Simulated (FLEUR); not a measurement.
# Zr (P6_3/mmc) in FLEUR: further runs, part 2 of 2

FLEUR MaX-R8.1 (later development tree).

### 3 Equation of state, SCAN, 21.88 Å³/atom (volume scaled by 0.94)

inp.xml reads:

```xml
<?xml version="1.0" encoding="UTF-8" standalone="no"?>
<fleurInput fleurInputVersion="0.39">
   <comment>
      Zr                                                                                                  
   </comment>
   <calculationSetup>
      <cutoffs Kmax="4.1" Gmax="12.7" GmaxXC="12.7" numbands="0"/>
      <scfLoop itmax="60" minDistance="0.00001" maxIterBroyd="15" imix="Anderson" alpha="0.05" precondParam="0.0" spinf="2.0" sdNocoIR="T"/>
      <coreElectrons ctail="F" frcor="F" kcrel="0" coretail_lmax="0"/>
      <xcFunctional name="LibXC" relativisticCorrections="F">
         <LibXCName exchange="mgga_x_scan" correlation="mgga_c_scan"/>
         <AuxGGA exchange="117" correlation="130"/>
      </xcFunctional>
      <magnetism jspins="1"/>
      <soc l_soc="F" theta="0.0" phi="0.0" spav="F"/>
      <expertModes spex="0" secvar="F"/>
      <geometryOptimization l_f="F" forcealpha="1.0" forcemix="BFGS" epsdisp="0.00001" epsforce="0.00001"/>
      <ldaU l_linMix="F" mixParam="0.05" spinf="1.0"/>
   </calculationSetup>
   <cell>
      <bzIntegration valenceElectrons="24.0" mode="hist" fermiSmearingEnergy="0.00183747">
         <kPointListSelection listName="default-1"/>
         <!-- k-points included here -->
         <xi:include xmlns:xi="http://www.w3.org/2001/XInclude" href="kpts.xml"> </xi:include>
      </bzIntegration>
      <!-- symmetry operations included here -->
      <xi:include xmlns:xi="http://www.w3.org/2001/XInclude" href="sym.xml"> </xi:include>
      <bulkLattice scale="0.9795861087">
         <bravaisMatrix>
            <row-1>    6.1075948347072000     0.0000000000000000     0.0000000000000000</row-1>
            <row-2>   -3.0537974173536000     5.2893322828198945     0.0000000000000000</row-2>
            <row-3>    0.0000000000000000     0.0000000000000000     9.7264203633161994</row-3>
         </bravaisMatrix>
      </bulkLattice>
   </cell>
   <atomSpecies>
      <species name="Zirconium (Zr)" element="Zr" atomicNumber="40">
         <mtSphere radius="2.66" gridPoints="879" logIncrement="0.015"/>
         <atomicCutoffs lmax="11" lnonsphr="8"/>
         <electronConfig flipSpins="F">
            <coreConfig>(1s1/2) (2s1/2) (2p1/2) (2p3/2) (3s1/2) (3p1/2) (3p3/2) (3d3/2) (3d5/2)</coreConfig>
            <valenceConfig>(4s1/2) (4p1/2) (4p3/2) (5s1/2) (4d3/2) (4d5/2)</valenceConfig>
            <stateOccupation state="(4d3/2)" spinUp="0.400000" spinDown="0.400000"/>
            <stateOccupation state="(4d5/2)" spinUp="0.600000" spinDown="0.600000"/>
         </electronConfig>
         <energyParameters s="5" p="5" d="4" f="4"/>
         <lo type="SCLO" l="0" n="4" eDeriv="0"/>
         <lo type="SCLO" l="1" n="4" eDeriv="0"/>
         <lo type="SCLO" l="1" n="4" eDeriv="1"/>
         <lo type="SCLO" l="2" n="4" eDeriv="2"/>
         <lo type="SCLO" l="3" n="4" eDeriv="2"/>
      </species>
   </atomSpecies>
   <atomGroups>
      <atomGroup species="Zirconium (Zr)">
         <relPos label="                   1">-1.000/3.000 1.000/3.000 -1.000/4.000</relPos>
         <relPos label="                   2">1.000/3.000 -1.000/3.000 1.000/4.000</relPos>
         <force calculate="T" relaxXYZ="TTT"/>
      </atomGroup>
   </atomGroups>
   <output dos="F" band="F" slice="F">
      <checks vchk="F" cdinf="F"/>
      <bandDOS minEnergy="-.5*Htr" maxEnergy="0.5*Htr" sigma="0.015" storeEVData="T"/>
      <vacuumDOS vacdos="F" integ="F" star="F" nstars="0" locx1="0.0" locy1="0.0" locx2="0.0" locy2="0.0" nstm="0" tworkf="0.0"/>
      <unfoldingBand unfoldBand="F" supercellX="1" supercellY="1" supercellZ="1"/>
      <plotting iplot="0" polar="F">
         <plot TwoD="T" vec1="  1.0  0.0  0.0" vec2="  0.0  1.0  0.0" vec3="  0.0  0.0  1.0" zero="  0.0  0.0  0.0" file="plot"/>
      </plotting>
      <chargeDensitySlicing numkpt="0" minEigenval="0.0" maxEigenval="0.0" nnne="0" pallst="F"/>
      <specialOutput eonly="F"/>
      <moessbauerParams electricFieldGradient="T" isomerShift="T" coreHyperfine="T" valenceHyperfine="T"/>
      <magneticCircularDichroism mcd="F" energyLo="-10.0" energyUp="0.0"/>
   </output>
  <!-- We include the file relax.xml here to enable relaxations (see documentation) -->
  <xi:include xmlns:xi="http://www.w3.org/2001/XInclude" href="relax.xml"> <xi:fallback/> </xi:include>
</fleurInput>
```

Potentials or basis: all-electron, FLAPW.

Command:

```
> inpgen -f crystal.txt -profile fastHighL
> # inp.xml edited to the form shown
> fleur_MPI
```

The program printed:

```text
Welcome to FLEUR        (www.flapw.de)
      MaX-Release 8.1          (www.max-centre.eu)
 func_ids         267         263         267         263
 MetaGGA potential functional detected - V_tau will be computed
 Auxiliary Potential for radial basis: exchange=         117  correlation=         130
The functional 'SCAN exchange of Sun, Ruzsinszky, and Perdew' is an exchange functional, it belongs to the 'MGGA' family and is defined in the reference(s):
[1] J. Sun, A. Ruzsinszky, and J. P. Perdew.,  Phys. Rev. Lett. 115, 036402 (2015)
The functional 'SCAN correlation of Sun, Ruzsinszky, and Perdew' is a correlation functional, it belongs to the 'MGGA' family and is defined in the reference(s):
[1] J. Sun, A. Ruzsinszky, and J. P. Perdew.,  Phys. Rev. Lett. 115, 036402 (2015)
 Using same functional for VXC and EXC

 ========== k-point set info ==========
 Selected k-point list: default-1
 k-point list type: mesh
 9 x 9 x 5
 Number of k points: 36

 ------------Calculation Setup---------------------------
 Number of MPI-tasks      :            1
 Number of PE/node        :            1
 Number of OMP-threads    :            1
 Most efficient MPI parallelization for:
           1           2           3           4           6           9          12          18          36
[... 11 lines left out ...]
 Reset of history
 Reset of history
 Iteration:     1   Distance:      23.35680124 me/bohr^3
The functional 'Hammer, Hansen, and Norskov' is an exchange functional, it belongs to the 'GGA' family and is defined in the reference(s):
[1] B. Hammer, L. B. Hansen, and J. K. Nørskov.,  Phys. Rev. B 59, 7413 (1999)
The functional 'Perdew, Burke & Ernzerhof' is a correlation functional, it belongs to the 'GGA' family and is defined in the reference(s):
[1] J. P. Perdew, K. Burke, and M. Ernzerhof.,  Phys. Rev. Lett. 77, 3865 (1996)
[2] J. P. Perdew, K. Burke, and M. Ernzerhof.,  Phys. Rev. Lett. 78, 1396 (1997)
 Using same functional for VXC and EXC
 Iteration:     2   Distance:      22.18916782 me/bohr^3
The functional 'Hammer, Hansen, and Norskov' is an exchange functional, it belongs to the 'GGA' family and is defined in the reference(s):
[1] B. Hammer, L. B. Hansen, and J. K. Nørskov.,  Phys. Rev. B 59, 7413 (1999)
The functional 'Perdew, Burke & Ernzerhof' is a correlation functional, it belongs to the 'GGA' family and is defined in the reference(s):
[1] J. P. Perdew, K. Burke, and M. Ernzerhof.,  Phys. Rev. Lett. 77, 3865 (1996)
[2] J. P. Perdew, K. Burke, and M. Ernzerhof.,  Phys. Rev. Lett. 78, 1396 (1997)
 Using same functional for VXC and EXC
 Iteration:     3   Distance:      21.05105112 me/bohr^3
The functional 'Hammer, Hansen, and Norskov' is an exchange functional, it belongs to the 'GGA' family and is defined in the reference(s):
[1] B. Hammer, L. B. Hansen, and J. K. Nørskov.,  Phys. Rev. B 59, 7413 (1999)
[... 75 lines left out ...]
The functional 'Hammer, Hansen, and Norskov' is an exchange functional, it belongs to the 'GGA' family and is defined in the reference(s):
[1] B. Hammer, L. B. Hansen, and J. K. Nørskov.,  Phys. Rev. B 59, 7413 (1999)
The functional 'Perdew, Burke & Ernzerhof' is a correlation functional, it belongs to the 'GGA' family and is defined in the reference(s):
[1] J. P. Perdew, K. Burke, and M. Ernzerhof.,  Phys. Rev. Lett. 77, 3865 (1996)
[2] J. P. Perdew, K. Burke, and M. Ernzerhof.,  Phys. Rev. Lett. 78, 1396 (1997)
 Using same functional for VXC and EXC
 Iteration:    15   Distance:       0.00002123 me/bohr^3
The functional 'Hammer, Hansen, and Norskov' is an exchange functional, it belongs to the 'GGA' family and is defined in the reference(s):
[1] B. Hammer, L. B. Hansen, and J. K. Nørskov.,  Phys. Rev. B 59, 7413 (1999)
The functional 'Perdew, Burke & Ernzerhof' is a correlation functional, it belongs to the 'GGA' family and is defined in the reference(s):
[1] J. P. Perdew, K. Burke, and M. Ernzerhof.,  Phys. Rev. Lett. 77, 3865 (1996)
[2] J. P. Perdew, K. Burke, and M. Ernzerhof.,  Phys. Rev. Lett. 78, 1396 (1997)
 Using same functional for VXC and EXC
 Iteration:    16   Distance:       0.00000984 me/bohr^3

 ********************************************************************
 Run finished successfully
 Stop message:
   all done
 ********************************************************************
```

Run time: 25 s. Hardware: 1 thread of Intel Xeon 6975P-C (Granite Rapids), shared host; peak memory 0.09 GiB.

Results:

* Free energy: -195906.5523 eV
* Band gap on the k mesh: none (metal or under the smearing width)
* Valence electrons inside the program's atomic spheres: Zr 10.17 (radii Zr 2.66 bohr)

Caveat: the meta-GGA is that of a development version, with a GGA for the radial functions and cores and without core tails.

### 4 Equation of state, SCAN, 22.35 Å³/atom (volume scaled by 0.96)

inp.xml, as its differences from that of step 3:

```diff
@@ -27,3 +27,3 @@
       <xi:include xmlns:xi="http://www.w3.org/2001/XInclude" href="sym.xml"> </xi:include>
-      <bulkLattice scale="0.9795861087">
+      <bulkLattice scale="0.9864848297">
          <bravaisMatrix>
```

Command:

```
> inpgen -f crystal.txt -profile fastHighL
> # inp.xml edited to the form shown
> fleur_MPI
```

Run time: 26 s. Hardware: 1 thread of Intel Xeon 6975P-C (Granite Rapids), shared host; peak memory 0.1 GiB.

Results (log left out):

| Item | Value |
| --- | --- |
| Free energy | -195906.5841 eV |
| Band gap on the k mesh | none (metal or under the smearing width) |
| Valence electrons inside the program's atomic spheres | Zr 10.14 (radii Zr 2.66 bohr) |

Caveat: the meta-GGA is that of a development version, with a GGA for the radial functions and cores and without core tails.

### 5 Equation of state, SCAN, 23.28 Å³/atom

inp.xml, as its differences from that of step 4:

```diff
@@ -27,3 +27,3 @@
       <xi:include xmlns:xi="http://www.w3.org/2001/XInclude" href="sym.xml"> </xi:include>
-      <bulkLattice scale="0.9864848297">
+      <bulkLattice scale="1.0000000000">
          <bravaisMatrix>
```

Command:

```
> inpgen -f crystal.txt -profile fastHighL
> # inp.xml edited to the form shown
> fleur_MPI
```

Run time: 27 s. Hardware: 1 thread of Intel Xeon 6975P-C (Granite Rapids), shared host; peak memory 0.09 GiB.

It converged, with:

```
Free energy                                           : -195906.6091 eV
Band gap on the k mesh                                : none (metal or under the smearing width)
Valence electrons inside the program's atomic spheres : Zr 10.07 (radii Zr 2.66 bohr)
```

Caveat: the meta-GGA is that of a development version, with a GGA for the radial functions and cores and without core tails.

### 6 Equation of state, SCAN, 24.21 Å³/atom (volume scaled by 1.04)

inp.xml, as its differences from that of step 5:

```diff
@@ -27,3 +27,3 @@
       <xi:include xmlns:xi="http://www.w3.org/2001/XInclude" href="sym.xml"> </xi:include>
-      <bulkLattice scale="1.0000000000">
+      <bulkLattice scale="1.0131594038">
          <bravaisMatrix>
```

Potentials or basis: all-electron, FLAPW.

Command:

```
> inpgen -f crystal.txt -profile fastHighL
> # inp.xml edited to the form shown
> fleur_MPI
```

It took 27 s on 1 thread of Intel Xeon 6975P-C (Granite Rapids), shared host; peak memory 0.1 GiB.

The run converged. Its results:

```yaml
Free_energy: -195906.5888 eV
Band_gap_on_the_k_mesh: none (metal or under the smearing width)
Valence_electrons_inside_the_program's_atomic_spheres: Zr 10.01 (radii Zr 2.66 bohr)
```

Caveat: the meta-GGA is that of a development version, with a GGA for the radial functions and cores and without core tails.

### 7 Equation of state, SCAN, 24.68 Å³/atom (volume scaled by 1.06)

inp.xml, as its differences from that of step 6:

```diff
@@ -27,3 +27,3 @@
       <xi:include xmlns:xi="http://www.w3.org/2001/XInclude" href="sym.xml"> </xi:include>
-      <bulkLattice scale="1.0131594038">
+      <bulkLattice scale="1.0196128224">
          <bravaisMatrix>
```

Command:

```
> inpgen -f crystal.txt -profile fastHighL
> # inp.xml edited to the form shown
> fleur_MPI
```

Run time: 35 s. Hardware: 1 thread of Intel Xeon 6975P-C (Granite Rapids), shared host; peak memory 0.09 GiB.

The run converged. Its results:

| Property | Result |
| --- | --- |
| Free energy | -195906.5641 eV |
| Band gap on the k mesh | none (metal or under the smearing width) |
| Valence electrons inside the program's atomic spheres | Zr 9.98 (radii Zr 2.66 bohr) |

Caveat: the meta-GGA is that of a development version, with a GGA for the radial functions and cores and without core tails.

### 8 Equation of state, SCAN

This step only gathers the single runs of the series.

What came out:

- Equilibrium volume: 23.30 Å³/atom
- Bulk modulus at fixed shape and positions: 96 GPa

Energy against volume, from the lowest point:
```tsv
volume (Å³/atom)	energy (meV/atom)
21.884	28.39
22.350	12.47
23.281	0.00
24.212	10.15
24.678	22.51
```

Caveat: the meta-GGA is that of a development version, with a GGA for the radial functions and cores and without core tails; the cell was scaled at fixed shape and fractional positions, which overstates the stiffness of a crystal with free parameters, most of all of layers and chains.
